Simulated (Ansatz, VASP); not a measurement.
## Two plane-wave programs on Hf8O15 (a cell with a defect)

```
CELL_PARAMETERS angstrom
0.00000 5.03216 5.03216
5.03216 0.00000 5.03216
5.03216 5.03216 0.00000
ATOMIC_POSITIONS crystal
Hf 0.00000 0.00000 0.00000
Hf 0.00000 0.00000 0.50000
Hf 0.00000 0.50000 0.00000
Hf 0.00000 0.50000 0.50000
Hf 0.50000 0.00000 0.00000
Hf 0.50000 0.00000 0.50000
Hf 0.50000 0.50000 0.00000
Hf 0.50000 0.50000 0.50000
O 0.37500 0.37500 0.87500
O 0.37500 0.87500 0.37500
O 0.37500 0.87500 0.87500
O 0.87500 0.37500 0.37500
O 0.87500 0.37500 0.87500
O 0.87500 0.87500 0.37500
O 0.87500 0.87500 0.87500
O 0.12500 0.12500 0.12500
O 0.12500 0.12500 0.62500
O 0.12500 0.62500 0.12500
O 0.12500 0.62500 0.62500
O 0.62500 0.12500 0.12500
O 0.62500 0.12500 0.62500
O 0.62500 0.62500 0.12500
O 0.62500 0.62500 0.62500
```

Change from the starting cell: O vacancy, charge +0, host positions.

Alike in both runs: task electric field gradients; functional PBE; k mesh 3 × 3 × 3; occupations fermi-dirac, width 0.01 eV; collinear spin.

|  | VASP | Ansatz |
| --- | --- | --- |
| version | VASP 6.6.1 | Ansatz 0.2.0 |
| potentials or method | VASP PAW PBE potentials, release 64 (Hf_pv, O) | plane-wave PAW, scalar-relativistic |
| plane-wave cutoff (eV) | 520 | 420 |
| valence electrons in the cell | 170 | 298 |

Ansatz gave:

```
gap on the k mesh at the Fermi level (eV)                      : 1.26
pressure (GPa)                                                 : 8.3
rms of the force components (eV/Å)                             : 0.201
net moment per atom (μB)                                       : 0.00
Vzz of the field gradient on the site that differs most (V/Å²) : 90.9
```

**Question.** Estimate VASP's values.

**Answer.** gap on the k mesh at the Fermi level (eV): 1.26; pressure (GPa): 4.5; rms of the force components (eV/Å): 0.192; net moment per atom (μB): 0.00; Vzz of the field gradient on the site that differs most (V/Å²): 87.4.

Atom by atom the forces differ by 0.031 eV/Å (rms over components). With one functional, cell and mesh, what is left measures potentials, basis and numerics. The two sets of potentials don't hold the same shells in valence. Ansatz warned: «gradients_without_spin_orbit».

Caveats: spin-orbit coupling is left out, which moves the levels of the heavy elements.
